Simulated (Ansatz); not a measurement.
Input and command of a plane-wave DFT calculation in Ansatz:

```yaml
crystal:
  lattice:
    - [6.2089941899, 0.0, 0.0]
    - [0.0, 6.5498704943, 0.0]
    - [0.0, 0.0, 24.4539237327]
  atoms:
    - { symbol: Zn, position: [0.9945566707, 0.1666666667, 0.3066992472] }
    - { symbol: Zn, position: [0.4945566707, 0.8333333333, 0.3066992472] }
    - { symbol: S, position: [0.6204433293, 0.1666666667, 0.3066992472] }
    - { symbol: S, position: [0.1204433293, 0.8333333333, 0.3066992472] }
    - { symbol: Zn, position: [0.9945566707, 0.6666666667, 0.3840195483] }
    - { symbol: Zn, position: [0.4945566707, 0.3333333333, 0.3840195483] }
    - { symbol: S, position: [0.6204433293, 0.6666666667, 0.3840195483] }
    - { symbol: S, position: [0.1204433293, 0.3333333333, 0.3840195483] }
    - { symbol: Zn, position: [0.9945566707, 0.1666666667, 0.4613398494] }
    - { symbol: Zn, position: [0.4945566707, 0.8333333333, 0.4613398494] }
    - { symbol: S, position: [0.6204433293, 0.1666666667, 0.4613398494] }
    - { symbol: S, position: [0.1204433293, 0.8333333333, 0.4613398494] }
    - { symbol: Zn, position: [0.9945566707, 0.6666666667, 0.5386601506] }
    - { symbol: Zn, position: [0.4945566707, 0.3333333333, 0.5386601506] }
    - { symbol: S, position: [0.6204433293, 0.6666666667, 0.5386601506] }
    - { symbol: S, position: [0.1204433293, 0.3333333333, 0.5386601506] }
    - { symbol: Zn, position: [0.9945566707, 0.1666666667, 0.6159804517] }
    - { symbol: Zn, position: [0.4945566707, 0.8333333333, 0.6159804517] }
    - { symbol: S, position: [0.6204433293, 0.1666666667, 0.6159804517] }
    - { symbol: S, position: [0.1204433293, 0.8333333333, 0.6159804517] }
    - { symbol: Zn, position: [0.9945566707, 0.6666666667, 0.6933007528] }
    - { symbol: Zn, position: [0.4945566707, 0.3333333333, 0.6933007528] }
    - { symbol: S, position: [0.6204433293, 0.6666666667, 0.6933007528] }
    - { symbol: S, position: [0.1204433293, 0.3333333333, 0.6933007528] }
basis:
  ecutwfc: 420
kpoints:
  mp_grid: { grid: [5, 4, 1] }
hamiltonian:
  xc: pbesol
scf:
  occupations: { method: gaussian, width: 0.05 }
output:
  forces: true
  stress: true
  eigenvalues: true
  write_density: true
  write_potential: true
  elf: true
  volumetric_format: npy
efield:
  axis: 3
  dipole_correction: true
  ramp_width: 0.04
```

```bash
ansatz run input.yaml --threads 2 --pin off --max-ram 5120MiB --backend cpu --events-out ev --progress --plain --runs-dir out
```

Processor: Intel(R) Xeon(R) 6975P-C (Granite Rapids), 2 threads, on a host shared with other jobs.

Problem. How long does it run, and how much memory does it take?

Solution. About 50 s on 2 threads of Intel(R) Xeon(R) 6975P-C (Granite Rapids), with other jobs on the host, peak memory 2.1 GiB. It solves 132 bands at 9 k points (the mesh reduced by symmetry) with about 19417 plane waves, in 9 SCF iterations.
